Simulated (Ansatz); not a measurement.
Input and output of a single-point calculation on zincblende GaN (Ansatz 0.2.0, HSE06). The cell was relaxed with r2SCAN and then strained (isotropic -3.0 % on every length), with the atoms relaxed again with r2SCAN; k points keep the names of the unstrained zone.

```yaml
crystal:
  lattice:
    - [0.0, 2.1814839722, 2.1814839722]
    - [2.1814839722, 0.0, 2.1814839722]
    - [2.1814839722, 2.1814839722, 0.0]
  atoms:
    - { symbol: Ga, position: [0.0, 0.0, 0.0] }
    - { symbol: "N", position: [0.25, 0.25, 0.25] }
kpoints:
  mp_grid: { grid: [6, 6, 6] }
  band_path:
    path:
      - [0.0, 0.0, 0.0]
      - [-0.5, -0.5, 0.0]
      - [-0.375, -0.375, 0.25]
      - [-0.375, 0.0, 0.375]
      - [0.0, 0.0, 0.5]
      - [-0.5, -0.25, 0.25]
    npoints: 1
hamiltonian:
  xc: hse06
scf:
  occupations: { method: fixed }
  n_extra_bands: 4
output:
  forces: true
  stress: true
  eigenvalues: true
```

In the abridged output below, numbers in square brackets stand for lines, or ends of lines, that were taken out.
```
Functional definition: HSE06
Crystal: 2 atoms, lattice volume = 20.763 Å³
Basis set: ecut = 420 eV, 411 PW (Γ)
Bands: 13, of which v1, the nominal top of the filled ones, is band 9 counted from 1 (8 counted from 0)
[1]
[warm-up without exact exchange]
SCF 1 stopped early in 2 iterations: F = -4167.690341 eV  dr2 = 1.81e-5
[exact exchange on]
Exchange kernel: α = 0.2500, screened, ω = 0.2079 Å⁻¹, Wigner–Seitz truncation, v(0) = 1040.7426 eV·Å³, q-mesh 6×6×6
SCF 2 stopped early in 7 iterations: F = -4168.263545 eV  dr2 = 2.31e-7
hybrid outer 1: dexx = +7.908e-3 eV, tail = 2.63e-5 eV
SCF 3 converged in 4 iterations: F = -4168.263299 eV  dr2 = 8.24e-10
hybrid outer 2: dexx = +3.667e-7 eV, tail = 1.54e-8 eV, Δε = 3.15e-3 eV
NSCF: frozen V_eff on 6 k-points
hybrid SCF converged: 2 outer / 11 inner (+2 warm-up)
Free energy (F): -4168.263299 eV
[2]
--- Per-component energies (eV) ---
  E_band       = -22.363419
  E_kinetic    = 250.982426
  E_local      = -1876.223359
  E_nonlocal   = 475.045406
  E_hartree    = 874.128132
  E_xc         = -104.824700
  E_vxc        = -108.775347
  E_exx        = -62.432899
  E_paw        = -2085.187810
  E_vpaw       = -386.783007
  E_ewald      = -1639.840438
  E_core_change = 0.090099
--- Stress (GPa, compression-positive) ---
       21.981483       0.000000       0.000000
        0.000000      21.981483       0.000000
        0.000000       0.000000      21.981483
  P = ⅓ Tr σ = 21.9815 GPa (219.815 kbar)
--- Band table (eV; the first three rows and the last of 16) ---
[3]
```

The rows of the band table are 0: (0, 0, 0) = Γ, 1: (0, 0, 1/6), 2: (0, 0, 1/3), 15: (1/6, -1/2, -1/3).

**Question.** Give the withheld lines. They hold the Fermi energy and the band table, the symmetry found.

**Answer.**
```
[1]
Symmetry: 24 space group operations
Space group: F-43m (ITA 216)
[2]
Fermi energy:    10.334857 eV
[3]
  k-point 0: bands = […, -5.4145, -4.9961, -4.9961, 10.3349, 10.3349, 10.3349, 14.0113, 22.9428, 22.9428, 22.9428]
  k-point 1: bands = […, -5.2477, -4.9987, -4.9987, 7.8800, 10.0076, 10.0076, 15.6229, 21.8779, 23.3709, 23.3709]
  k-point 2: bands = […, -4.9747, -4.9747, -4.3686, 4.1683, 9.4268, 9.4268, 16.9506, 21.2151, 23.1890, 23.1890]
  k-point 15: bands = […, -5.0235, -4.9522, -2.5174, 3.7079, 6.1857, 6.2115, 17.0583, 20.8476, 23.9932, 24.3464]
```
Only the leading digits can be foreseen; the rest is this run's record.

HSE06 gives a direct gap of 3.68 eV at Γ. Edges are sought over the mesh and the listed points. At this geometry HSE06 finds +22.0 GPa, compression counted positive: its own equilibrium volume is larger. (The program warns that its thresholds are loose for a hybrid's stress.)

Command: `ansatz run input.yaml --threads 4 --pin off --max-ram 4608MiB --backend cpu --events-out ev --progress --plain --runs-dir out`. Wall time 19 s on 4 threads of Intel(R) Xeon(R) Platinum 8259CL CPU @ 2.50GHz (Skylake/Cascade Lake) (shared host); peak host memory 0.81 GiB.

No spin polarisation and no zero-point or thermal motion.

The meshes of the hybrids are coarse, so their gaps aren't converged to the digits shown.
